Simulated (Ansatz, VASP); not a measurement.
One calculation of AlNi3, two programs

File INCAR:

```
PREC = Accurate
ENCUT = 520
EDIFF = 1E-7
ISMEAR = -1
SIGMA = 0.05
LREAL = F
LASPH = T
NELM = 150
ALGO = Normal
ISIF = 2
LWAVE = F
LCHARG = F
ISPIN = 2
MAGMOM = 1 1 1 0
LORBIT = 11
LMAXMIX = 4
GGA = PE
NBANDS = 28
```

KPOINTS

```
Automatic mesh
0
Gamma
  8 8 8
```

The input POSCAR:

```
AlNi3
1.0
    3.5694160265      0.0000000000      0.0000000000
    0.0000000000      3.5694160265      0.0000000000
    0.0000000000      0.0000000000      3.5694160265
Ni Al
3 1
Direct
    0.5000000000      0.5000000000      0.0000000000
    0.5000000000      0.0000000000      0.5000000000
    0.0000000000      0.5000000000      0.5000000000
    0.0000000000      0.0000000000      0.0000000000
```

The input input.yaml:

```yaml
crystal:
  lattice:
    - [3.5694160265, 0.0, 0.0]
    - [0.0, 3.5694160265, 0.0]
    - [0.0, 0.0, 3.5694160265]
  atoms:
    - { symbol: Ni, position: [0.5, 0.5, 0.0], spin: 1.0 }
    - { symbol: Ni, position: [0.5, 0.0, 0.5], spin: 1.0 }
    - { symbol: Ni, position: [0.0, 0.5, 0.5], spin: 1.0 }
    - { symbol: Al, position: [0.0, 0.0, 0.0] }
hamiltonian:
  xc: pbe
  pseudopotentials: { kind: paw }
magnetization:
  spin_polarized: true
kpoints:
  mp_grid: { grid: [8, 8, 8] }
scf:
  occupations: { method: fermi_dirac, width: 0.05 }
output:
  forces: true
  stress: true
  eigenvalues: true
```

Change from the starting cell: volume scaled by 1.04.

Alike in both runs: task single point; functional PBE; k mesh 8 × 8 × 8; occupations fermi-dirac, width 0.05 eV; collinear spin, ferromagnetic start.

|  | VASP | Ansatz |
| --- | --- | --- |
| version | VASP 6.6.1 | Ansatz 0.2.0 |
| potentials or method | VASP PAW PBE potentials, release 64 (Ni, Al) | Ansatz PAW |
| plane-wave cutoff (eV) | 520 | 420 |
| valence electrons in the cell | 33 | 57 |

```tsv
	VASP	Ansatz	Ansatz less VASP
gap on the k mesh at the Fermi level (eV)	none	none	-
pressure (GPa)	-0.3	-0.4	-0.05
net moment per atom (μB)	0.17	0.18	+0.008
size of the moment on the site where the two differ most (μB)	0.25	0.27	+0.022
```

Site moments also hang on the region over which each program counts them. A gap of «none» marks a metal or a gap that the smearing closes. The two sets of potentials don't hold the same shells in valence.
